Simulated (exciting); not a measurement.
# Ta (P6_3/mmc) in exciting: settings compared

One crystal, Ta, is run at these levels: RPBE, PBE; tasks: single point.

Program: exciting (release sodium). These are calculated values, not measurements. Logs are shortened: lines on timing, memory, paths and dates and some standing lists are left out, and cuts for length are marked.

## (1) Starting point

Symmetry: P6_3/mmc, No. 194, hexagonal system. The conventional cell has a = 2.900 Å, b = 2.900 Å, c = 5.166 Å, α = 90.00°, β = 90.00°, γ = 120.00°. Ta (site symmetry -6m2) has 12 Ta at 2.90 to 3.08 Å as nearest neighbours.

This isn't the form of Ta at room conditions, which is bcc.

## (2) Single point, RPBE

input.xml

```xml
<input>
  <title>Ta</title>
  <structure speciespath="./" tshift="false">
    <crystal scale="1">
      <basevect>5.480908876727 0.000000000000 0.000000000000</basevect>
      <basevect>-2.740454438364 4.746606323076 0.000000000000</basevect>
      <basevect>0.000000000000 0.000000000000 9.762842944775</basevect>
    </crystal>
    <species speciesfile="Ta.xml" rmt="2.3">
      <atom coord="0.333333333300 0.666666666700 0.250000000000"/>
      <atom coord="0.666666666700 0.333333333300 0.750000000000"/>
    </species>
  </structure>
  <groundstate do="fromscratch" ngridk="11 11 5" rgkmax="9" gmaxvr="14" lmaxapw="10" lmaxmat="10" lmaxvr="8" stype="Gaussian" swidth="0.00073499" nempty="18" ValenceRelativity="iora*" epsengy="1e-05" epspot="1e-05" maxscl="60" tforce="true" outputlevel="normal">
    <libxc exchange="XC_GGA_X_RPBE" correlation="XC_GGA_C_PBE"/>
  </groundstate>
</input>
```

Potentials or basis: all-electron LAPW+lo, shipped species files, valence relativity iora*.

Run with:

```
$ OMP_NUM_THREADS=1 exciting_smp
```

INFO.OUT:

```text
================================================================================
EXCITING SODIUM started
[... 10 lines left out ...]

 Lattice vectors (cartesian) :
      5.4809088767      0.0000000000      0.0000000000
     -2.7404544384      4.7466063231      0.0000000000
      0.0000000000      0.0000000000      9.7628429448

 Reciprocal lattice vectors (cartesian) :
      1.1463765314      0.6618607990     -0.0000000000
      0.0000000000      1.3237215980      0.0000000000
      0.0000000000     -0.0000000000      0.6435815205

 Unit cell volume                           :     253.9873565354
 Brillouin zone volume                      :       0.9766242573

 Species :    1 (Ta)
     parameters loaded from                 :    Ta.xml
     name                                   :    tantalum
     nuclear charge                         :     -73.00000000
     electronic charge                      :      73.00000000
     atomic mass                            :  329847.84330000
     muffin-tin radius                      :       2.30000000
     # of radial points in muffin-tin       :     450

     atomic positions (lattice) :
       1 :   0.33333333  0.66666667  0.25000000
       2 :   0.66666667  0.33333333  0.75000000

 Total number of atoms per unit cell        :       2

 Spin treatment                             :    spin-unpolarised

 Number of Bravais lattice symmetries       :      24
 Number of crystal symmetries               :      12

 k-point grid                               :      11   11    5
 Total number of k-points                   :      68
 k-point set is reduced with crystal symmetries

 R^MT_min * |G+k|_max (rgkmax)              :       9.00000000
 Species with R^MT_min                      :       1 (Ta)
 Maximum |G+k| for APW functions            :       3.91304348
 Maximum |G| for potential and density      :      14.00000000

 G-vector grid sizes                        :      25    25    45
 Total number of G-vectors                  :   11719

 Maximum angular momentum used for
     APW functions                          :      10
     computing H and O matrix elements      :      10
     potential and density                  :       8
     inner part of muffin-tin               :       2

 Total nuclear charge                       :    -146.00000000
 Total electronic charge                    :     146.00000000
 Total core charge                          :      92.00000000
 Total valence charge                       :      54.00000000

 Number of empty states                     :      18
 Total number of valence states             :      46

 Maximum Hamiltonian size                   :     324
 Maximum number of plane-waves              :     270
 Total number of local-orbitals             :      54

 Exchange-correlation type                  :     100
     libxc; exchange: Hammer, Hansen, and Norskov; correlation: Perdew, Burke & Ernzerhof (see libxc for references)

 Smearing scheme                            :    Gaussian
 Smearing width                             :       0.00073499

 Using multisecant Broyden potential mixing
[... 6 lines left out ...]
* Groundstate module started                                                   *
********************************************************************************
 Output level for this task is set to normal

++++++++++++++++++++++++++++++++++++++++++++++++++++++++++++++++++++++++++++++++
[... 5 lines left out ...]
+ SCF iteration number :    1                                                  +
++++++++++++++++++++++++++++++++++++++++++++++++++++++++++++++++++++++++++++++++
 Total energy                               :    -31230.73600095
 _______________________________________________________________
 Fermi energy                               :         0.48158034
 Kinetic energy                             :     35100.40428073
 Coulomb energy                             :    -65695.38441754
 Exchange energy                            :      -626.91077106
 Correlation energy                         :        -8.84509309

 DOS at Fermi energy (states/Ha/cell)       :       121.96867211

 Electron charges :
     core                                   :        92.00000000
     core leakage                           :         0.00001853
     valence                                :        54.00000000
     interstitial                           :         5.84929247
     charge in muffin-tin spheres :
                  atom     1    Ta          :        70.07535376
                  atom     2    Ta          :        70.07535376
     total charge in muffin-tins            :       140.15070753
     total charge                           :       146.00000000

++++++++++++++++++++++++++++++++++++++++++++++++++++++++++++++++++++++++++++++++
+ SCF iteration number :    2                                                  +
++++++++++++++++++++++++++++++++++++++++++++++++++++++++++++++++++++++++++++++++
 Total energy                               :    -31246.00982968
 _______________________________________________________________
 Fermi energy                               :         0.47841810
 Kinetic energy                             :     35091.50004441
 Coulomb energy                             :    -65701.46629087
 Exchange energy                            :      -627.19670903
 Correlation energy                         :        -8.84687420

 DOS at Fermi energy (states/Ha/cell)       :       122.82252156

 Electron charges :
     core                                   :        92.00000000
     core leakage                           :         0.00001804
     valence                                :        54.00000000
     interstitial                           :         5.76260919
     charge in muffin-tin spheres :
                  atom     1    Ta          :        70.11869540
                  atom     2    Ta          :        70.11869540
     total charge in muffin-tins            :       140.23739081
     total charge                           :       146.00000000

 RMS change in effective potential (target) :  0.378136E-01  ( 0.100000E-04)
 Absolute change in total energy   (target) :   15.2738      ( 0.100000E-04)
 Charge distance                   (target) :  0.154851E-02  ( 0.100000E-04)
 Abs. change in max-nonIBS-force   (target) :  0.338779E-04  ( 0.500000E-04)

++++++++++++++++++++++++++++++++++++++++++++++++++++++++++++++++++++++++++++++++
+ SCF iteration number :    3                                                  +
++++++++++++++++++++++++++++++++++++++++++++++++++++++++++++++++++++++++++++++++
 Total energy                               :    -31250.98899466
 _______________________________________________________________
 Fermi energy                               :         0.47664219
 Kinetic energy                             :     35087.93696354
 Coulomb energy                             :    -65702.79677415
 Exchange energy                            :      -627.28187746
 Correlation energy                         :        -8.84730660

 DOS at Fermi energy (states/Ha/cell)       :       101.24791288

 Electron charges :
     core                                   :        92.00000000
     core leakage                           :         0.00001787
     valence                                :        54.00000000
     interstitial                           :         5.71520767
     charge in muffin-tin spheres :
                  atom     1    Ta          :        70.14239617
                  atom     2    Ta          :        70.14239617
     total charge in muffin-tins            :       140.28479233
     total charge                           :       146.00000000
[... 309 lines left out ...]
 Electron charges :
     core                                   :        92.00000000
     core leakage                           :         0.00001779
     valence                                :        54.00000000
     interstitial                           :         5.66367230
     charge in muffin-tin spheres :
                  atom     1    Ta          :        70.16816385
                  atom     2    Ta          :        70.16816385
     total charge in muffin-tins            :       140.33632770
     total charge                           :       146.00000000

 RMS change in effective potential (target) :  0.874493E-08  ( 0.100000E-04)
 Absolute change in total energy   (target) :  0.712858E-05  ( 0.100000E-04)
 Charge distance                   (target) :  0.967770E-09  ( 0.100000E-04)
 Abs. change in max-nonIBS-force   (target) :  0.649432E-08  ( 0.500000E-04)

++++++++++++++++++++++++++++++++++++++++++++++++++++++++++++++++++++++++++++++++
+ SCF iteration number :   15                                                  +
++++++++++++++++++++++++++++++++++++++++++++++++++++++++++++++++++++++++++++++++
 Total energy                               :    -31253.13682828
 _______________________________________________________________
 Fermi energy                               :         0.47380342
 Kinetic energy                             :     35085.18680761
 Coulomb energy                             :    -65702.17278030
 Exchange energy                            :      -627.30352541
 Correlation energy                         :        -8.84733018

 DOS at Fermi energy (states/Ha/cell)       :       116.16242946

 Electron charges :
     core                                   :        92.00000000
     core leakage                           :         0.00001779
     valence                                :        54.00000000
     interstitial                           :         5.66367226
     charge in muffin-tin spheres :
                  atom     1    Ta          :        70.16816387
                  atom     2    Ta          :        70.16816387
     total charge in muffin-tins            :       140.33632774
     total charge                           :       146.00000000

 RMS change in effective potential (target) :  0.154653E-07  ( 0.100000E-04)
 Absolute change in total energy   (target) :  0.852746E-05  ( 0.100000E-04)
 Charge distance                   (target) :  0.178422E-08  ( 0.100000E-04)
 Abs. change in max-nonIBS-force   (target) :  0.144492E-08  ( 0.500000E-04)

++++++++++++++++++++++++++++++++++++++++++++++++++++++++++++++++++++++++++++++++
| Convergency criteria checked for the last 2 iterations                       +
| Convergence targets achieved. Performing final SCF iteration                 +
++++++++++++++++++++++++++++++++++++++++++++++++++++++++++++++++++++++++++++++++
 Total energy                               :    -31253.13682960
 _______________________________________________________________
 Fermi energy                               :         0.47380342
 Kinetic energy                             :     35085.18680707
 Coulomb energy                             :    -65702.17278107
 Exchange energy                            :      -627.30352543
 Correlation energy                         :        -8.84733018

 DOS at Fermi energy (states/Ha/cell)       :       116.16241336

 Electron charges :
     core                                   :        92.00000000
     core leakage                           :         0.00001779
     valence                                :        54.00000000
     interstitial                           :         5.66367227
     charge in muffin-tin spheres :
                  atom     1    Ta          :        70.16816386
                  atom     2    Ta          :        70.16816386
     total charge in muffin-tins            :       140.33632773
     total charge                           :       146.00000000

++++++++++++++++++++++++++++++++++++++++++++++++++++++++++++++++++++++++++++++++
+ Self-consistent loop stopped                                                 +
++++++++++++++++++++++++++++++++++++++++++++++++++++++++++++++++++++++++++++++++
 STATE.OUT is written

--------------------------------------------------------------------------------
- Writing atomic positions and forces                                          -
--------------------------------------------------------------------------------

 Atomic positions (lattice) :
 atom     1  Ta  :     0.33333333    0.66666667    0.25000000
 atom     2  Ta  :     0.66666667    0.33333333    0.75000000

 Total atomic forces including IBS (cartesian) :
 atom     1  Ta  :     0.00000000   -0.00000000   -0.00001369
 atom     2  Ta  :    -0.00000000    0.00000000    0.00001369

 Atomic force components including IBS (cartesian) :
 atom     1  Ta  :     0.00000000    0.00000000    0.00000926   HF force
                 :    -0.00000000   -0.00000000   -0.00000823   core correction
                 :    -0.00000000    0.00000000   -0.00001471   IBS correction
 atom     2  Ta  :    -0.00000000   -0.00000000   -0.00000926   HF force
                 :     0.00000000    0.00000000    0.00000823   core correction
                 :     0.00000000   -0.00000000    0.00001471   IBS correction

********************************************************************************
* Groundstate module stopped                                                   *
********************************************************************************

--------------------------------------------------------------------------------
- CAUTION! Warnings have been written in file WARNING.OUT !                    -
--------------------------------------------------------------------------------
================================================================================
| EXCITING SODIUM stopped                                                      =
================================================================================
```

Run time: 2.4 min. Hardware: 1 thread of Arm Neoverse V1, shared host; peak memory 0.13 GiB.

Results:

| Quantity | Value |
| --- | --- |
| Free energy | -850441.1785 eV |
| Band gap on the k mesh | none (metal or under the smearing width) |
| All electrons inside the program's atomic spheres | Ta 70.17 (radii Ta 2.3 bohr) |

## (3) Single point, PBE

input.xml

```xml
<input>
  <title>Ta</title>
  <structure speciespath="./" tshift="false">
    <crystal scale="1">
      <basevect>5.480908876727 0.000000000000 0.000000000000</basevect>
      <basevect>-2.740454438364 4.746606323076 0.000000000000</basevect>
      <basevect>0.000000000000 0.000000000000 9.762842944775</basevect>
    </crystal>
    <species speciesfile="Ta.xml" rmt="2.3">
      <atom coord="0.333333333300 0.666666666700 0.250000000000"/>
      <atom coord="0.666666666700 0.333333333300 0.750000000000"/>
    </species>
  </structure>
  <groundstate do="fromscratch" ngridk="11 11 5" rgkmax="9" gmaxvr="14" lmaxapw="10" lmaxmat="10" lmaxvr="8" xctype="GGA_PBE" stype="Gaussian" swidth="0.00073499" nempty="18" ValenceRelativity="iora*" epsengy="1e-05" epspot="1e-05" maxscl="60" tforce="true" outputlevel="low"/>
</input>
```

Potentials or basis: all-electron LAPW+lo, shipped species files, valence relativity iora*.

Run with:

```
$ OMP_NUM_THREADS=1 exciting_smp
```

INFO.OUT:

```text
================================================================================
EXCITING SODIUM started
[... 10 lines left out ...]

 Lattice vectors (cartesian) :
      5.4809088767      0.0000000000      0.0000000000
     -2.7404544384      4.7466063231      0.0000000000
      0.0000000000      0.0000000000      9.7628429448

 Reciprocal lattice vectors (cartesian) :
      1.1463765314      0.6618607990     -0.0000000000
      0.0000000000      1.3237215980      0.0000000000
      0.0000000000     -0.0000000000      0.6435815205

 Unit cell volume                           :     253.9873565354
 Brillouin zone volume                      :       0.9766242573

 Species :    1 (Ta)
[... 259 lines left out ...]

 Atomic positions (lattice) :
 atom     1  Ta  :     0.33333333    0.66666667    0.25000000
 atom     2  Ta  :     0.66666667    0.33333333    0.75000000

 Total atomic forces including IBS (cartesian) :
 atom     1  Ta  :     0.00000000   -0.00000000   -0.00001284
 atom     2  Ta  :    -0.00000000    0.00000000    0.00001284

 Atomic force components including IBS (cartesian) :
 atom     1  Ta  :    -0.00000000    0.00000000   -0.00003464   HF force
                 :     0.00000000    0.00000000    0.00001942   core correction
                 :     0.00000000    0.00000000    0.00000238   IBS correction
 atom     2  Ta  :     0.00000000   -0.00000000    0.00003464   HF force
                 :    -0.00000000   -0.00000000   -0.00001942   core correction
                 :     0.00000000    0.00000000   -0.00000238   IBS correction

********************************************************************************
* Groundstate module stopped                                                   *
********************************************************************************

--------------------------------------------------------------------------------
- CAUTION! Warnings have been written in file WARNING.OUT !                    -
--------------------------------------------------------------------------------
================================================================================
| EXCITING SODIUM stopped                                                      =
================================================================================
```

It took 2.3 min on 1 thread of Arm Neoverse V1, shared host; peak memory 0.13 GiB.

Results:

```
Free energy            : -850416.0425 eV
Band gap on the k mesh : none (metal or under the smearing width)
```

Levels at points of the mesh, in eV from the Fermi level:
```tsv
k point	band 24	band 25	band 26	band 27	band 28	band 29	band 30	band 31
(0.00, 0.00, 0.00)	-4.95	-0.62	-0.17	0.55	0.55	1.11	1.11	2.91
```
